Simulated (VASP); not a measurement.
# CoSi (Pm-3m) in VASP: single point with PBEsol

Aim: the single point of CoSi with PBEsol.

All numbers are computed with VASP 6.6.1; they aren't measurements. Logs are shortened: lines on timing, memory, paths and dates and some standing lists are left out, and cuts for length are marked.

## 1. Starting point

Symmetry: Pm-3m, No. 221, cubic system. The conventional cell has a = 2.781 Å, b = 2.781 Å, c = 2.781 Å, α = 90.00°, β = 90.00°, γ = 90.00°. Co (site symmetry m-3m) is surrounded by 8 Si at 2.41 Å. Si (site symmetry m-3m) is surrounded by 8 Co at 2.41 Å.

Measurements of this composition are mostly on another form, of space group No. 198.

## 2. Single point, PBEsol, collinear spin, ferromagnetic start

Contents of INCAR:

```
ADDGRID = False
ALGO = Normal
EDIFF = 1E-7
ENCUT = 550
GGA = PS
ISIF = 2
ISMEAR = 1
ISPIN = 2
LASPH = True
LCHARG = False
LMAXMIX = 4
LORBIT = 11
LREAL = False
LWAVE = False
MAGMOM = 2 0
NELM = 100
PREC = Accurate
SIGMA = 0.15
```

Contents of KPOINTS:

```
k-points
0
Gamma
  17 17 17
```

Contents of POSCAR:

```
CoSi
1.0
    2.7813340000      0.0000000000      0.0000000000
    0.0000000000      2.7813340000      0.0000000000
    0.0000000000      0.0000000000      2.7813340000
Co Si
1 1
Direct
    0.0000000000      0.0000000000      0.0000000000
    0.5000000000      0.5000000000      0.5000000000
```

Potentials or basis: VASP PAW PBE potentials, release 64 (Co, Si).

The run is started by

```console
cat potpaw_PBE.64/Co/POTCAR potpaw_PBE.64/Si/POTCAR > POTCAR
mpirun -np 1 vasp_std > vasp.out
```

OUTCAR:

```text
EDIFF = 1E-7
   ENCUT = 550
   GGA = PS
   ISIF = 2
   ISMEAR = 1
   ISPIN = 2
   LASPH = True
   LORBIT = 11
   LREAL = False
   NELM = 100
   PREC = Accurate

 Found    165 irreducible k-points:

 Following reciprocal coordinates:
            Coordinates               Weight
  0.000000  0.000000  0.000000      1.000000
  0.058824  0.000000  0.000000      6.000000
  0.117647  0.000000  0.000000      6.000000
  0.176471  0.000000  0.000000      6.000000
  0.235294  0.000000  0.000000      6.000000
  0.294118  0.000000  0.000000      6.000000
   k-points           NKPTS =    165   k-points in BZ     NKDIM =    165   number of bands    NBANDS=     11
   number of dos      NEDOS =    301   number of ions     NIONS =      2
   total plane-waves  NPLWV =  13824
   dimension x,y,z NGX =    24 NGY =   24 NGZ =   24
   dimension x,y,z NGXF=    48 NGYF=   48 NGZF=   48
   ions per type =               1   1
   NGX,Y,Z   is equivalent  to a cutoff of  14.35, 14.35, 14.35 a.u.
   NGXF,Y,Z  is equivalent  to a cutoff of  28.69, 28.69, 28.69 a.u.
 SYSTEM =  unknown system
   PREC   = accura    normal or accurate (medium, high low for compatibility)
   ISTART =      0    job   : 0-new  1-cont  2-samecut
   ICHARG =      2    charge: 1-file 2-atom 10-const
   ISPIN  =      2    spin polarized calculation?
   LNONCOLLINEAR =      F non collinear calculations
   LSORBIT =      F    spin-orbit coupling
   LASPH  =      T    aspherical Exc in radial PAW
   ENCUT  =  550.0 eV  40.42 Ry    6.36 a.u.   5.32  5.32  5.32*2*pi/ulx,y,z
   NELM   =    100;   NELMIN=  2; NELMDL= -5     # of ELM steps
   EDIFF  = 0.1E-06   stopping-criterion for ELM
   LREAL  =      F    real-space projection
   EDIFFG = 0.1E-05   stopping-criterion for IOM
   NSW    =      0    number of steps for IOM
   IBRION =     -1    ionic relax: 0-MD 1-quasi-New 2-CG
   NFREE  =      0    steps in history (QN), initial steepest desc. (CG)
   ISIF   =      2    stress and relaxation
   ISYM   =      2    0-nonsym 1-usesym 2-fastsym
   POTIM  = 0.5000    time-step for ionic-motion
   TEBEG  =    0.0;   TEEND  =   0.0 temperature during run
   PSTRESS=    0.0 pullay stress
   NELECT =      13.0000    total number of electrons
   NUPDOWN=      -1.0000    fix difference up-down
   EMIN   =  10.00;   EMAX   =-10.00  energy-range for DOS
   EFERMI =   0.00;   METHOD = LEGACY
   ISMEAR =     1;   SIGMA  =   0.15  broadening in eV -4-tet -1-fermi 0-gaus
   EFERMI_NEDOS =   21; number of points for ismear=-14 and -15
   IALGO  =     38    algorithm
   IMIX   =      4    mixing-type and parameters
     AMIX     =   0.40;   BMIX     =  1.00
     AMIX_MAG =   1.60;   BMIX_MAG =  1.00
  volume/ion in A,a.u.               =      10.76        72.60
  Fermi-wavevector in a.u.,A,eV,Ry     =   1.384000  2.615381 26.061367  1.915456
  Thomas-Fermi vector in A             =   2.508545
   LORBIT       =     11    0 simple, 1 ext, 2 COOP (PROOUT), +10 PAW based schemes
   GGA     = PS    functional components
   LHFCALC =     F    Hartree Fock is set to
   AEXX    =    0.0000 exact exchange contribution
   IVDW    =     0    specifies the selected vdW correction
   LEPSILON=     F    determine dielectric tensor
   LRPA    =     F    only Hartree local field effects (RPA)
 spin polarized calculation
 Methfessel and Paxton  Order N= 1 SIGMA  =   0.15
  energy-cutoff  :      550.00
  volume of cell :       21.52
 maximum number of plane-waves:       647
 NGX is ok and might be reduce to    24
   NGX = 11   NGY = 11   NGZ = 11

 number of electron      13.0000003 magnetization       0.5137199

 Free energy of the ion-electron system (eV)
  ---------------------------------------------------
  ext. energy  EPLUGINS =         0.00000000
  ---------------------------------------------------
  free energy    TOTEN  =       -14.53475751 eV

  energy without entropy =      -14.53115185  energy(sigma->0) =      -14.53355562

 E-fermi :  12.7287     XC(G=0): -13.0474

 val. band max:       12.7256447559   @ k =   0.3529   0.0588   0.0000
 cond. band min:      12.7294112478   @ k =   0.4706   0.3529   0.1765
 fundamental gap:      0.0037664920
 Fermi energy:        12.7286767164

 spin component 1

 k-point     1 :       0.0000    0.0000    0.0000
  band No.  band energies     occupation
      1      -1.5240      1.00000
      2       8.6129      1.00000
      3       8.6129      1.00000
      4      11.1655      1.00000
      5      11.1656      1.00000
      6      11.1656      1.00000
      7      15.7122     -0.00000
      8      15.7122     -0.00000
      9      15.7122     -0.00000
     10      20.1937      0.00000
     11      20.1937      0.00000

 k-point     2 :       0.0588    0.0000    0.0000
  band No.  band energies     occupation
      1      -1.4573      1.00000
      2       8.5821      1.00000
      3       8.6353      1.00000
      4      11.1057      1.00000
      5      11.1057      1.00000
      6      11.1705      1.00000
      7      15.2353     -0.00000
      8      15.8290      0.00000
      9      15.8290      0.00000
     10      20.1727      0.00000
     11      20.6396      0.00000

 k-point     3 :       0.1176    0.0000    0.0000
  band No.  band energies     occupation
      1      -1.2579      1.00000
      2       8.4634      1.00000
      3       8.7001      1.00000
      4      10.9457      1.00000
      5      10.9457      1.00000
      6      11.1848      1.00000
      7      14.2482     -0.00000
      8      16.1608      0.00000
      9      16.1608      0.00000
     10      20.1105      0.00000
     11      21.4965      0.00000

 k-point     4 :       0.1765    0.0000    0.0000
  band No.  band energies     occupation
      1      -0.9283      1.00000
      2       8.1803      1.00000
      3       8.8008      1.00000
      4      10.7289      1.00000
      5      10.7289      1.00000
      6      11.2065      1.00000
      7      13.2740     -0.00000
      8      16.6664      0.00000
      9      16.6664      0.00000
     10      20.0108      0.00000
     11      22.2536      0.00000

 k-point     5 :       0.2353    0.0000    0.0000
  band No.  band energies     occupation
      1      -0.4730      1.00000
      2       7.6413      1.00000
      3       8.9264      1.00000
      4      10.4979      1.00000
      5      10.4979      1.00000
      6      11.2327      1.00000
      7      12.5668      1.03149
      8      17.3062      0.00000
      9      17.3062      0.00000
     10      19.8812      0.00000
     11      22.8445      0.00000

 k-point     6 :       0.2941    0.0000    0.0000
  band No.  band energies     occupation
      1       0.1006      1.00000
      2       6.8356      1.00000
      3       9.0617      1.00000
      4      10.2842      1.00000
      5      10.2842      1.00000
      6      11.2601      1.00000
      7      12.1866      1.00000
      8      18.0514      0.00000
      9      18.0514      0.00000
     10      19.7352      0.00000
     11      23.3621      0.00000

 [... further k-points ...]

 spin component 2

 k-point     1 :       0.0000    0.0000    0.0000
  band No.  band energies     occupation
      1      -1.5064      1.00000
      2       9.1357      1.00000
      3       9.1357      1.00000
      4      11.5300      1.00000
      5      11.5300      1.00000
      6      11.5300      1.00000
      7      15.7309      0.00000
      8      15.7309      0.00000
      9      15.7309      0.00000
     10      20.4337      0.00000
     11      20.4337      0.00000

 k-point     2 :       0.0588    0.0000    0.0000
  band No.  band energies     occupation
      1      -1.4397      1.00000
      2       9.0900      1.00000
      3       9.1606      1.00000
      4      11.4646      1.00000
      5      11.4646      1.00000
      6      11.5352      1.00000
      7      15.3029     -0.00000
      8      15.8529      0.00000
      9      15.8529      0.00000
     10      20.4061      0.00000
     11      20.8483      0.00000

 k-point     3 :       0.1176    0.0000    0.0000
  band No.  band energies     occupation
      1      -1.2403      1.00000
      2       8.9214      1.00000
      3       9.2329      1.00000
      4      11.2915      1.00000
      5      11.2915      1.00000
      6      11.5502      1.00000
      7      14.4173     -0.00000
      8      16.1967      0.00000
      9      16.1967      0.00000
     10      20.3245      0.00000
     11      21.6612      0.00000

 k-point     4 :       0.1765    0.0000    0.0000
  band No.  band energies     occupation
      1      -0.9108      1.00000
      2       8.5464      1.00000
      3       9.3457      1.00000
      4      11.0601      1.00000
      5      11.0601      1.00000
      6      11.5730      1.00000
      7      13.5776     -0.00000
      8      16.7150      0.00000
      9      16.7150      0.00000
     10      20.1937      0.00000
     11      22.3874      0.00000

 k-point     5 :       0.2353    0.0000    0.0000
  band No.  band energies     occupation
      1      -0.4555      1.00000
      2       7.8918      1.00000
      3       9.4871      1.00000
      4      10.8164      1.00000
      5      10.8165      1.00000
      6      11.6006      1.00000
      7      13.0218     -0.00925
      8      17.3652      0.00000
      9      17.3652      0.00000
     10      20.0238      0.00000
     11      22.9559      0.00000

 k-point     6 :       0.2941    0.0000    0.0000
  band No.  band energies     occupation
      1       0.1183      1.00000
      2       6.9908      1.00000
      3       9.6405      1.00000
      4      10.5932      1.00000
      5      10.5932      1.00000
      6      11.6294      1.00000
      7      12.7682      0.28522
      8      18.1178      0.00000
      9      18.1178      0.00000
     10      19.8328      0.00000
     11      23.4540      0.00000

 [... further k-points ...]

------------------------ aborting loop because EDIFF is reached ----------------------------------------

  FORCE on cell =-STRESS in cart. coord.  units (eV):
  Direction    XX          YY          ZZ          XY          YZ          ZX
  --------------------------------------------------------------------------------------
  -------------------------------------------------------------------------------------
  Total       -0.8743840     -0.8743840     -0.8743840     -0.0000000     -0.0000000     -0.0000000
  in kB      -65.1108457    -65.1108457    -65.1108457     -0.0000000     -0.0000000     -0.0000000
  external PRESSURE =     -65.1108457 kB  Pullay stress =       0.0000000 kB

 VOLUME and BASIS-vectors are now :
 -----------------------------------------------------------------------------
  energy-cutoff  :      550.00
  volume of cell :       21.52
      direct lattice vectors                 reciprocal lattice vectors
     2.781334000  0.000000000  0.000000000     0.359539703  0.000000000  0.000000000
     0.000000000  2.781334000  0.000000000     0.000000000  0.359539703  0.000000000
     0.000000000  0.000000000  2.781334000     0.000000000  0.000000000  0.359539703

 POSITION                                       TOTAL-FORCE (eV/Angst)
 -----------------------------------------------------------------------------------
      0.00000      0.00000      0.00000         0.000000      0.000000      0.000000
      1.39067      1.39067      1.39067         0.000000      0.000000      0.000000
 -----------------------------------------------------------------------------------
    total drift:                                0.000000      0.000000      0.000000

  FREE ENERGIE OF THE ION-ELECTRON SYSTEM (eV)
  ---------------------------------------------------
  free  energy   TOTEN  =       -14.5347575092 eV

  energy  without entropy=      -14.5311518527  energy(sigma->0) =      -14.53355562

 total charge

# of ion       s       p       d       tot
------------------------------------------
    1        0.441   0.592   7.584   8.617
    2        0.710   0.861   0.000   1.571
--------------------------------------------------
tot          1.151   1.453   7.584  10.188

 magnetization (x)

# of ion       s       p       d       tot
------------------------------------------
    1        0.007   0.001   0.506   0.515
    2        0.001   0.009   0.000   0.011
--------------------------------------------------
tot          0.009   0.011   0.506   0.525
```

Wall time 27 s (1 thread of Intel Xeon 6975P-C (Granite Rapids), shared host); peak memory 0.2 GiB.

These settings aren't checked as converged: the numbers below hold their error.

Results:

- Free energy: -14.5348 eV
- Pressure: -6.5 GPa
- Band gap on the k mesh: none (metal or under the smearing width)
- Net moment: 0.51 μB per cell
- Site moments: Co +0.52; Si +0.01 μB
- Valence electrons inside the program's atomic spheres: Co 8.62; Si 1.57

Caveat: the PAW data sets were made with another functional, which shifts forces and pressure a little.

## 3. The reference run

An earlier run on the cell as given: functional PBE; potentials or basis VASP PAW PBE potentials, release 64 (Co, Si); cutoff 520 eV; k mesh 10 × 10 × 10; occupations fermi-dirac, width 0.05 eV; collinear spin, ferromagnetic start; starting moments [2.0, 0.0] μB.

- Pressure: 0.6 GPa
- Band gap on the k mesh: none (metal or under the smearing width)
- Net moment: 0.54 μB per cell
- Site moments: Co +0.54; Si +0.01 μB
- Valence electrons inside the program's atomic spheres: Co 8.61; Si 1.57
